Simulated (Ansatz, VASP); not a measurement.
# CsBr in VASP and in Ansatz

The input POSCAR:

```
CsBr
1.0
    4.3196005106      0.0000000000      0.0000000000
    0.0000000000      4.3196005106      0.0000000000
    0.0000000000      0.0000000000      4.3196005106
Cs Br
1 1
Direct
    0.0000000000      0.0000000000      0.0000000000
    0.5000000000      0.5000000000      0.5000000000
```

INCAR.step1

```
SYSTEM = CsBr
PREC = Accurate
ENCUT = 520
ISMEAR = -1
SIGMA = 0.2
LREAL = .False.
LASPH = .True.
NELM = 100
NBANDS = 15
GGA = PE
ALGO = Normal
EDIFF = 1E-4
LWAVE = .True.
LCHARG = .False.
```

File INCAR.step2:

```
SYSTEM = CsBr
PREC = Accurate
ENCUT = 520
EDIFF = 1E-6
ISMEAR = -1
SIGMA = 0.2
LREAL = .False.
LASPH = .True.
NELM = 100
ALGO = Normal
ISIF = 2
LWAVE = .False.
LCHARG = .False.
METAGGA = R2SCAN
LMIXTAU = .True.
NBANDS = 15
ISTART = 1
```

File KPOINTS:

```
regular mesh
0
Gamma
  4 4 4
  0 0 0
```

Input for Ansatz:

```yaml
crystal:
  lattice:
    - [4.3196005106, 0.0, 0.0]
    - [0.0, 4.3196005106, 0.0]
    - [0.0, 0.0, 4.3196005106]
  atoms:
    - { symbol: Cs, position: [0.0, 0.0, 0.0] }
    - { symbol: Br, position: [0.5, 0.5, 0.5] }
kpoints:
  mp_grid: { grid: [4, 4, 4] }
hamiltonian:
  xc: r2scan
scf:
  occupations: { method: fermi_dirac, width: 0.2 }
  n_extra_bands: 4
output:
  forces: true
  stress: true
  eigenvalues: true
```

Alike in both runs: task single point; functional r2SCAN; k mesh 4 × 4 × 4; occupations fermi-dirac, width 0.2 eV; no spin polarisation.

|  | VASP | Ansatz |
| --- | --- | --- |
| version | VASP 6.6.1 | Ansatz 0.2.0 |
| potentials or method | VASP PAW PBE potentials, release 64 (Cs_sv, Br) | plane waves |
| plane-wave cutoff (eV) | 520 | 500 |
| valence electrons in the cell | 16 | 16 |

```tsv
	VASP	Ansatz	Ansatz less VASP
pressure (GPa)	0.1	0.0	-0.04
```

With one functional, cell and mesh, what is left measures potentials, basis and numerics.

Caveats: the PAW data sets were made with another functional, which shifts forces and pressure a little (VASP); spin-orbit coupling is left out, which moves the levels of the heavy elements. r2SCAN opens gaps a little over a GGA but as a rule still falls short of measured ones.
